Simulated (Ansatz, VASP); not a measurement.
## Cross-check of InP between VASP and Ansatz

Aim: how closely do two programs agree when they are given the same cell, functional and k mesh?

Calculated with Ansatz 0.2.0; plane waves, with VASP 6.6.1 beside it; single point at LDA.

The database entry behind the starting cell differs from later determinations by our own check (0.1 to 0.3 % short, probably kX units), so it need not match the best structure at ambient conditions.

## (1) Starting point

It takes space group F-43m (No. 216, cubic). The conventional cell has a = 5.861 Å, b = 5.861 Å, c = 5.861 Å, α = 90.00°, β = 90.00°, γ = 90.00°. Nearest to In lie 4 P at 2.54 Å. Nearest to P lie 4 In at 2.54 Å. Farther neighbours are not listed.

Coordinates:

```cif
data_structure
_symmetry_space_group_name_H-M 'P 1'
_symmetry_Int_Tables_number 1
_cell_length_a 4.1444
_cell_length_b 4.1444
_cell_length_c 4.1444
_cell_angle_alpha 60.000
_cell_angle_beta 60.000
_cell_angle_gamma 60.000
_cell_volume 50.33
loop_
_atom_site_label
_atom_site_type_symbol
_atom_site_fract_x
_atom_site_fract_y
_atom_site_fract_z
_atom_site_occupancy
In1 In 0.00000 0.00000 0.00000 1
P2 P 0.75000 0.75000 0.75000 1
```

## (2) Ansatz: single point, LDA

Ansatz runs on its default PAW (the set named soft_2) files.

With cell and atoms fixed, the geometry can't cause a difference; cores, projectors, grids and the points listed under the comparison can.

The input, input.yaml:

```yaml
crystal:
  lattice:
    - [0.0, 2.9305, 2.9305]
    - [2.9305, 0.0, 2.9305]
    - [2.9305, 2.9305, 0.0]
  atoms:
    - { symbol: In, position: [0.0, 0.0, 0.0] }
    - { symbol: P, position: [0.75, 0.75, 0.75] }
hamiltonian:
  xc: lda
  pseudopotentials: { kind: paw }
kpoints:
  mp_grid: { grid: [7, 7, 7] }
scf:
  occupations: { method: gaussian, width: 0.01 }
  n_extra_bands: 4
output:
  forces: true
  stress: true
  eigenvalues: true
```

The run is started by

```console
$ ansatz run input.yaml --threads 2 --pin off --max-ram 4608MiB --backend cpu --events-out ev --progress --plain --runs-dir out
```

Numbers of over 12 decimals in the logs are rounded to 6 here.

Log:

```text
scf.n_extra_bands = 4 over 9 filled bands (N_el = 18.0): the run solves 13 bands
Engine: ansatz 0.2.0, aarch64-unknown-linux-gnu
Pseudopotentials: kind: paw
Pseudopotential: In, paw, valence charge 13, recommended cutoff 420 eV (normal), In.paw.azcp
Pseudopotential: P, paw, valence charge 5, recommended cutoff 420 eV (normal), P.paw.azcp
Functional definition: SPW92
  exchange = slater_x
  correlation = pw_c
Crystal: 2 atoms, lattice volume = 50.333 Å³
Basis set: ecut = 420 eV, 941 PW (Γ)
Bands: 13, of which v1, the nominal top of the filled ones, is band 9 counted from 1 (8 counted from 0)
Symmetry: 24 space group operations
Space group: F-43m (ITA 216), of the structure as read, at distance tolerance 3.7e-5 Å
k-points: 20 of 343 (time reversal used)
Non-local potential: In, projectors of the file, l = 0: 2, l = 1: 2, l = 2: 2, l = 3: 2
Non-local potential: P, projectors of the file, l = 0: 2, l = 1: 2, l = 2: 2
PAW form: soft (Blöchl's): semilocal exchange-correlation on the pseudo side does not see the compensation charge
PAW frozen core: In, regenerated for the run's functional, and the local potential with it (the file was generated under x = pbe(κ = 0.804, μ = 0.219515), c = pbe(β = 0.066725))
PAW frozen core: P, regenerated for the run's functional, and the local potential with it (the file was generated under x = pbe(κ = 0.804, μ = 0.219515), c = pbe(β = 0.066725))
PAW one-centre angular grid: In, 590 points (default); XC on 64 Gauss nodes
PAW one-centre angular grid: P, 110 points (default); XC on 64 Gauss nodes
Initial density: superposition of atomic densities (neutral atoms: chi_scale 0, normalization atom), corrected by the library's trained network
Initial wavefunctions: pseudopotential atomic-orbital guess
Functional: x = slater, c = lda
SCF iter   1: F=—  HF=-6183.556270 eV  |F-HF|=—  |Δ(HF+E_count)|=         —  Δρ=8.07e-3  dr2=3.47e-2  ethr=1.77e-3  ⟨swp⟩=6.6  Hψ=1814  notcnv=0
preconditioner: auto → none  [insulator: Δε(μ)=0.419 eV  Ē_g=14.575 eV  σ=0.010 eV  W_gap=1.00  n_scr=14 (ndim 8)  ℏωp=22.2 eV  f_vac=0.021  D(μ)=0.00/eV (n_scr^D=0)  ε∞_Penn≈3.3]
SCF iter   2: F=—  HF=-6183.544343 eV  |F-HF|=—  |Δ(HF+E_count)|=   1.19e-2  Δρ=2.72e-3  dr2=2.11e-3  ethr=1.93e-4  ⟨swp⟩=3.4  Hψ=588  notcnv=0
SCF iter   3: F=—  HF=-6183.543812 eV  |F-HF|=—  |Δ(HF+E_count)|=   5.31e-4  Δρ=8.40e-4  dr2=3.72e-4  ethr=1.17e-5  ⟨swp⟩=2.9  Hψ=575  notcnv=0
SCF iter   4: F=—  HF=-6183.543720 eV  |F-HF|=—  |Δ(HF+E_count)|=   9.19e-5  Δρ=2.78e-4  dr2=2.35e-5  ethr=2.07e-6  ⟨swp⟩=3.0  Hψ=518  notcnv=0
SCF iter   5: F=—  HF=-6183.543716 eV  |F-HF|=—  |Δ(HF+E_count)|=   3.36e-6  Δρ=2.04e-5  dr2=2.06e-7  ethr=1.30e-7  ⟨swp⟩=2.2  Hψ=335  notcnv=0
SCF iter   6: F=-6183.543716 eV  HF=-6183.543716 eV  |F-HF|=2.43e-9  |Δ(HF+E_count)|=   5.24e-9  Δρ=3.20e-6  dr2=3.97e-9  ethr=5.56e-10  ⟨swp⟩=6.5  Hψ=1322  notcnv=0
SCF 1 converged in 6 iterations: F = -6183.543716 eV  dr2 = 3.97e-9
  greatest PAW one-centre occupation: 0.982 electrons in one spin orbital (limit 2), on the In atom at site 0 (counted from 0), in its partial waves of l = 2
SCF converged after 6 iterations
Free energy (F): -6183.543716 eV
Harris-Foulkes:  -6183.543716 eV  (|F-HF|=2.43e-9)
Internal energy: -6183.543716 eV  (E = F + TS)
E sigma→0 (E₀):  -6183.543716 eV
Fermi energy:    6.985253 eV
--- Per-component energies (eV) ---
  E_band       = -56.926984
  E_kinetic    = 314.379605
  E_local      = -1402.826148  (includes V_loc(G=0)·N_el)
  E_nonlocal   = 405.694624
  E_hartree    = 550.189155
  E_xc         = -274.316217
  E_vxc        = -161.524415  (∫ρ·V_xc dr)
  E_paw        = -4556.358366  (= ΣΔE_a)
  E_vpaw       = -313.026882  (= ΣTr[D̂ρ^β])
  E_aug_tail   = 0.000029  (compensation charges beyond the density's cutoff)
  E_ewald      = -1220.708286
  E_core_change = 0.401888  (= ΣΔE_core)
  E_smearing   = -0.000000  (= −TS)
  E_closure    = -0.000000  (closes the sum)
  Σ components = -6183.543716   (vs F -6183.543716, Δ=0.00e0)
--- Forces (eV/Å), atoms counted from 1 ---
  atom   1  In    -0.00000000    -0.00000000     0.00000000
  atom   2  P      0.00000000     0.00000000     0.00000000
  max |Σ_I F_I| component: 1.11e-16 eV/Å
--- Stress (GPa, compression-positive) ---
       -1.212734       0.000000      -0.000000
        0.000000      -1.212734       0.000000
       -0.000000       0.000000      -1.212734
  P = ⅓ Tr σ = -1.2127 GPa (-12.127 kbar)
--- Band table (eV; the first three rows and the last of 20) ---
  k-point 0: bands = [... 5 lower, -4.8136, 6.7449, 6.7449, 6.7449, 7.2254, 10.7008, 10.7008, 10.7008]
  k-point 1: bands = [... 5 lower, -4.5796, 4.8533, 6.5032, 6.5032, 8.3030, 10.9325, 11.0517, 11.0517]
  k-point 2: bands = [... 5 lower, -3.9420, 2.7109, 6.0715, 6.0715, 8.2919, 11.4706, 11.4706, 12.3124]
  k-point 19: bands = [... 5 lower, -2.3837, 1.0551, 3.4309, 4.3421, 10.0354, 11.3263, 12.4837, 13.3666]
```

Elapsed: 1.7 s, on 2 threads of Arm Neoverse N1, shared host; peak memory 0.27 GiB.

The run ends at a pressure of -1.21 GPa.

## (3) VASP: single point, LDA

The same cell, functional (in two slightly different forms), mesh and smearing now go to VASP, with its own data sets and cutoff.

Lines of VASP's logs that name or quote its potential files are left out, and so is its time.

The input, INCAR:

```
SYSTEM = InP
PREC = Accurate
ENCUT = 400
EDIFF = 1E-07
NELM = 100
ISMEAR = 0
SIGMA = 0.01
LREAL = .FALSE.
ALGO = Normal
GGA = CA
NBANDS = 15
LORBIT = 11
LWAVE = .FALSE.
LCHARG = .FALSE.
KPAR = 2
```

The input, POSCAR:

```
InP
1.0
    0.0000000000      2.9305000000      2.9305000000
    2.9305000000      0.0000000000      2.9305000000
    2.9305000000      2.9305000000      0.0000000000
In P
1 1
Direct
    0.0000000000      0.0000000000      0.0000000000
    0.7500000000      0.7500000000      0.7500000000
```

The input, KPOINTS:

```
Automatic mesh
0
Gamma
7 7 7
0 0 0
```

Potentials, in the order of the species: In_d and P (PBE family, release 64).

The run is started by

```console
$ mpirun -np 2 vasp_std
```

Log:

```text
[banner, memory and clock lines left out]
running    2 mpi-ranks, on    1 nodes
 distrk:  each k-point on    1 cores,    2 groups
 distr:  one band on    1 cores,    1 groups

 POSCAR found type information on POSCAR InP
 POSCAR found :  2 types and       2 ions
|                                                                             |
|               ----> ADVICE to this user running VASP <----                  |
|                                                                             |
|     You enforced a specific xc type in the INCAR file but a different       |
|     [... a line on the potential file left out ...]
|     I HOPE YOU KNOW WHAT YOU ARE DOING!                                     |
|                                                                             |

 LDA part: xc-table for (Slater(with rela. corr.)+CA(PZ))
 , standard interpolation
 POSCAR, INCAR and KPOINTS ok, starting setup
 FFT: planning ... GRIDC
 FFT: planning ... GRID_SOFT
 FFT: planning ... GRID
 WAVECAR not read
 entering main loop
       N       E                     dE             d eps       ncg     rms          rms(c)
DAV:   1     0.100025538172E+03    0.10003E+03   -0.73354E+03   622   0.110E+03
DAV:   2    -0.355860896409E+01   -0.10358E+03   -0.99871E+02   642   0.279E+02
DAV:   3    -0.100037164941E+02   -0.64451E+01   -0.64149E+01   775   0.728E+01
DAV:   4    -0.101693693248E+02   -0.16565E+00   -0.16562E+00   770   0.129E+01
DAV:   5    -0.101760856659E+02   -0.67163E-02   -0.67163E-02   889   0.207E+00    0.542E+00
DAV:   6    -0.975558827641E+01    0.42050E+00   -0.71379E-01   928   0.165E+01    0.297E+00
DAV:   7    -0.971722947320E+01    0.38359E-01   -0.15054E-01   843   0.382E+00    0.953E-01
DAV:   8    -0.971210738206E+01    0.51221E-02   -0.14503E-02   791   0.139E+00    0.427E-01
DAV:   9    -0.971180032211E+01    0.30706E-03   -0.16472E-03   825   0.484E-01    0.172E-01
DAV:  10    -0.971179974873E+01    0.57338E-06   -0.16736E-04   797   0.929E-02    0.110E-01
DAV:  11    -0.971180471226E+01   -0.49635E-05   -0.19499E-05   856   0.572E-02    0.518E-02
DAV:  12    -0.971180379515E+01    0.91711E-06   -0.35518E-06   789   0.260E-02    0.118E-02
DAV:  13    -0.971180375396E+01    0.41193E-07   -0.16959E-07   579   0.320E-03
   1 F= -.97118038E+01 E0= -.97118038E+01  d E =-.546953E-25
```

OUTCAR, selected parts (step 3):

```text
ion  position               nearest neighbor table
   1  0.000  0.000  0.000-   2 2.54   2 2.54   2 2.54   2 2.54
   2  0.750  0.750  0.750-   1 2.54   1 2.54   1 2.54   1 2.54

  LATTYP: Found a face centered cubic cell.
 ALAT       =     5.8610000000

 Subroutine GETGRP returns: Found 24 space group operations
 (whereof 24 operations were pure point group operations)

The static configuration has the point symmetry T_d .

 Found     20 irreducible k-points:

   k-points           NKPTS =     20   k-points in BZ     NKDIM =     20   number of bands    NBANDS=     15

   dimension x,y,z NGX =    28 NGY =   28 NGZ =   28
   dimension x,y,z NGXF=    56 NGYF=   56 NGZF=   56

   ENCUT  =  400.0 eV  29.40 Ry    5.42 a.u.   6.76  6.76  6.76*2*pi/ulx,y,z

   NELECT =      18.0000    total number of electrons

 k-points in reciprocal lattice and weights: Automatic mesh
   0.00000000  0.00000000  0.00000000       0.003
   0.14285714  0.00000000  0.00000000       0.023
   0.28571429  0.00000000  0.00000000       0.023
   0.42857143  0.00000000  0.00000000       0.023
   0.14285714  0.14285714  0.00000000       0.017
   0.28571429  0.14285714  0.00000000       0.070
   0.42857143  0.14285714  0.00000000       0.070
  -0.42857143  0.14285714  0.00000000       0.070
  -0.28571429  0.14285714  0.00000000       0.070
[...]
-0.42857143  0.42857143  0.14285714       0.070
  -0.28571429  0.42857143  0.14285714       0.070

 average (electrostatic) potential at core
       1 -95.5102       2 -82.7083

 E-fermi :   5.0300

 k-point     1 :       0.0000    0.0000    0.0000
  band No.  band energies     occupation
    ...
      5      -9.0362      2.00000
      6      -6.5940      2.00000
      7       4.9606      2.00000
      8       4.9606      2.00000
      9       4.9606      2.00000
     10       5.4704      0.00000
     11       8.9312      0.00000
     12       8.9312      0.00000
     13       8.9312      0.00000
     14      13.2315      0.00000
    ...

 k-point     2 :       0.1429    0.0000    0.0000
  band No.  band energies     occupation
    ...
      5      -9.0360      2.00000
      6      -6.3592      2.00000
      7       3.0771      2.00000
      8       4.7181      2.00000
      9       4.7181      2.00000
     10       6.5377      0.00000
     11       9.1628      0.00000
     12       9.2837      0.00000
     13       9.2837      0.00000
     14      13.6568      0.00000
    ...

 k-point     3 :       0.2857    0.0000    0.0000
  band No.  band energies     occupation
    ...
      5      -9.0320      2.00000
      6      -5.7193      2.00000
      7       0.9303      2.00000
      8       4.2850      2.00000
      9       4.2850      2.00000
     10       6.5267      0.00000
     11       9.7031      0.00000
     12       9.7031      0.00000
     13      10.5407      0.00000
     14      13.6698      0.00000
    ...

  Total       -0.3163011     -0.3163011     -0.3163011      0.0000000      0.0000000      0.0000000
  in kB      -10.0682981    -10.0682981    -10.0682981      0.0000000      0.0000000      0.0000000
  external PRESSURE =     -10.0682981 kB  Pullay stress =       0.0000000 kB

  energy-cutoff  :      400.00
  volume of cell :       50.33
      direct lattice vectors                 reciprocal lattice vectors
     0.000000000  2.930500000  2.930500000    -0.170619348  0.170619348  0.170619348
     2.930500000  0.000000000  2.930500000     0.170619348 -0.170619348  0.170619348
     2.930500000  2.930500000  0.000000000     0.170619348  0.170619348 -0.170619348

 POSITION                                       TOTAL-FORCE (eV/Angst)
 -----------------------------------------------------------------------------------
      0.00000      0.00000      0.00000        -0.000000      0.000000      0.000000
      4.39575      4.39575      4.39575         0.000000     -0.000000     -0.000000
 -----------------------------------------------------------------------------------
    total drift:                                0.000000      0.000000      0.000000

  FREE ENERGIE OF THE ION-ELECTRON SYSTEM (eV)
  ---------------------------------------------------
  free  energy   TOTEN  =        -9.7118037540 eV

  energy  without entropy=       -9.7118037540  energy(sigma->0) =       -9.71180375

 total charge
# of ion       s       p       d       tot
------------------------------------------
    1        0.839   0.786   9.904  11.529
    2        1.026   1.471   0.000   2.497
--------------------------------------------------
tot          1.865   2.256   9.904  14.026

[... 3 further parts left out ...]
```

The run ends at a pressure of -1.01 GPa.

## (4) Comparison

Known differences besides the potentials themselves: the two LDA forms differ slightly; the cutoff is 420 eV in Ansatz and 400 eV in VASP; Ansatz makes its cores anew for this functional, VASP keeps those of its PBE data sets; VASP's log shows a relativistic correction to its local exchange, Ansatz's none. Total energies have different zeros and are not compared.

Both answers:

| quantity | Ansatz | VASP | difference |
| --- | --- | --- | --- |
| pressure (GPa) | -1.21 | -1.01 | -0.21 |
| gap on the k mesh (eV) | 0.481 | 0.510 | -0.029 |

A gap on the mesh is an upper bound, since the band edges may lie between its points.

## (5) What the set-up changes

Further runs change the set-up of one program: Ansatz's method, potentials or start, or VASP's data sets, cutoff or form of LDA. The table gives Ansatz less VASP for each quantity, since a change that brings one quantity closer may part another.

| run | pressure (GPa) | gap on the k mesh (eV) |
| --- | --- | --- |
| as above | -0.21 | -0.029 |
| Ansatz's all-electron LAPW method | -0.20 | -0.031 |

## (6) Results

| Quantity | Value |
| --- | --- |
| difference in gap on the k mesh (single point, LDA) | -0.029 eV |

In words: The difference in gap on the k mesh is -0.029 eV (single point, LDA), within the 0.08 eV picked in this series as the mark of a large difference. For single point, LDA, no further run moves any of the tabulated differences by more than a quarter of its size. Such differences can come from data sets, numerical settings and the points named under the comparisons, not from the functional's error against experiment.

[Lines on the potential files, build, host, timing and source positions are cut from VASP's logs without a mark.]

[Logs are printed without paths, hosts, clocks, repeated set-up lines and the standing remarks that a program may print on its own settings, such as how far it seeks lower states.]

[Hosts, paths, dates, database ids (printed as entryN), source tags and the programs' standing remarks are cut or masked in the printed files.]
